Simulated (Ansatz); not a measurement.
## A worked fit of the energy against the cutoff, with one run withheld: InN (P3m1, 4 atoms in the cell)

```
InN
1.0
    1.76115    -3.05040     0.00000
    1.76115     3.05040     0.00000
    0.00000     0.00000     5.67150
In N
2 2
Direct
  0.66667   0.33333   0.50882
  0.33333   0.66667   0.00000
  0.66667   0.33333   0.87900
  0.33333   0.66667   0.37900
```

Level of theory: PBE (plane waves, PAW; Ansatz, a quantum-chemistry and plane-wave program).

Base settings: basis.ecutwfc = 420 eV; kpoints.mp_grid.grid = 8 8 5; hamiltonian.xc = pbe; hamiltonian.pseudopotentials = {kind: paw} (the program's default PAW files); scf.occupations.method = fermi_dirac; scf.occupations.width = 0.05 eV.

The last step of the ladder, which sets the zero, is basis.ecutwfc = 1010 eV.

The starting cell has typed, rounded lattice constants, without a prior relaxation at this level. Its lattice was rescaled by up to half a per cent. One atom was moved a little off its site on purpose. The run gives no clean gap (levels at the Fermi energy touch, overlap or are partly filled at this smearing), which alone does not show that the compound is a metal.

An empirical form for the window shown: the miss falls exponentially with the largest wave vector, which goes as √cutoff: ln(ΔF) = a + b·√cutoff.

```
basis.ecutwfc  √cutoff (√eV)  F less the last step's (meV/atom)  ln of it
-------------  -------------  ---------------------------------  --------
250 eV                15.811                             927.21     6.832
295 eV                17.176                                  ?         ?
335 eV                18.303                              57.13     4.045
380 eV                19.494                              13.98     2.638
420 eV                20.494                               4.27     1.452
```

Question: Fit the line to the 4 rows given and predict the withheld one.

Answer: Means: x̄ = 18.526, ȳ = 3.7417. Σ(x − x̄)(y − ȳ) = -14.03 and Σ(x − x̄)² = 12.23, so b = -1.147 and a = ȳ − b·x̄ = 24.991; ΔF halves for each 0.60 in √cutoff. The largest residual of the fitted rows is 0.048. At x = 17.176 the line gives 5.290, that is 198 meV/atom. The run gave 207.94 meV/atom, a miss of 9.94 meV/atom (5 %). The table is a window of a longer ladder. The rows were chosen because the form fits them, the withheld one included, so this shows the method and is no test of the form.

Left out of this page: 11 runs of the series outside the window shown, repeating another row's setting, or not comparable.

Keys are those of Ansatz 0.2.
